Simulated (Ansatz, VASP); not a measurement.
GaAs: 3 runs at one level of theory

The starting cell:

```xyz
2
Lattice="0.0000 2.8268 2.8268 2.8268 0.0000 2.8268 2.8268 2.8268 0.0000" Properties=species:S:1:pos:R:3 pbc="T T T"
As    4.2403    4.2403    4.2403
Ga    0.0000    0.0000    0.0000
```

Alike in all runs: task relaxation of cell and atoms; functional PBEsol; dispersion D4; k mesh 8 × 8 × 8; occupations fermi-dirac, width 0.05 eV; no spin polarisation; no spin-orbit coupling.

```csv
program and potentials,plane-wave cutoff (eV),notes,equilibrium volume (Å³/atom)
"Ansatz, Ansatz PAW",420,"potentials made for PBE, which Ansatz adapts in part; 14 valence electrons an atom on average",22.14
"Ansatz, all-electron LAPW, scalar-relativistic",-,-,22.15
"VASP, PBE PAW files As, Ga_d, 600 eV",600,potentials made for PBE; 9 valence electrons an atom on average,22.19
```

The equilibrium volume spans 22.14 (Ansatz, Ansatz PAW) to 22.19 Å³/atom (VASP, PBE PAW files As, Ga_d, 600 eV), with all-electron results at 22.15. Relaxations stop with a little pressure left, so the last digit of a volume isn't settled.

Differences between rows come from potentials, basis sets and numerical settings, since the functional is the same but for its coding. Runs on potential files found faulty are left out.
